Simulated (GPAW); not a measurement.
A run of GPAW 26.7.0 is set up as follows.

The input run.py:

```python
from ase.calculators.mixing import SumCalculator
from ase.filters import FrechetCellFilter
from ase.io import write
from ase.optimize import BFGS
from ase.spacegroup import crystal
from ase.units import GPa
from dftd3.ase import DFTD3
from gpaw import GPAW, PW

# Sb 2a
atoms = crystal(['Sb'],
                basis=[[0.0, 0.0, 0.0]],
                spacegroup=139, setting=1,  # I4/mmm
                cellpar=[3.15308037, 3.15308037, 5.42387686, 90.0, 90.0, 90.0],
                primitive_cell=True)

calc = GPAW(mode=PW(600),
            xc='MGGA_X_TPSS+MGGA_C_TPSS',
            kpts={'size': (8, 8, 8), 'gamma': True},
            occupations={'name': 'fermi-dirac', 'width': 0.05},
            nbands=15,
            convergence={'density': 1e-05, 'energy': 1e-05},
            eigensolver='davidson',
            maxiter=150,
            txt='gpaw.txt')
atoms.calc = SumCalculator([calc, DFTD3(method='tpss', damping='d3bj')])
opt = BFGS(FrechetCellFilter(atoms, scalar_pressure=2 * GPa), trajectory='relax.traj', logfile='-')
done = opt.run(fmax=0.01, steps=40)
calc.write('gs.gpw')
write('result.traj', atoms)
print('Converged:', done)
print('Cell:', atoms.cell.cellpar().round(4))
print('Volume:', round(atoms.get_volume(), 4))
print(atoms.get_scaled_positions().round(5))
```

Potentials or basis: GPAW PAW data sets (gpaw-data 1.2.1), pw.

The run is started by

```bash
$ OMP_NUM_THREADS=1 python run.py
```

Q: What does it give for the dispersion energy per atom?

A: -0.841 eV.

Q: Estimate the relaxed volume.

A: 24.54 Å³/atom.

Q: What does it give for the relaxed cell?

A: a = 3.403 Å, b = 3.403 Å, c = 3.403 Å, α = 126.67°, β = 126.67°, γ = 78.79°.

Final structure:
```yaml
crystal:
  lattice:
    - [-1.52721, 1.52721, 2.62994]
    - [1.52721, -1.52721, 2.62994]
    - [1.52721, 1.52721, -2.62994]
  atoms:
    - { symbol: Sb, position: [0.00000, 0.00000, 0.00000] }
```

Caveat: later steps reuse the first step's grids; the PAW data sets were made with another functional, which shifts forces and pressure a little; pairwise dispersion overbinds metals, which lowers pressure and volume. Spin-orbit coupling is left out, which matters for the levels of Sb.
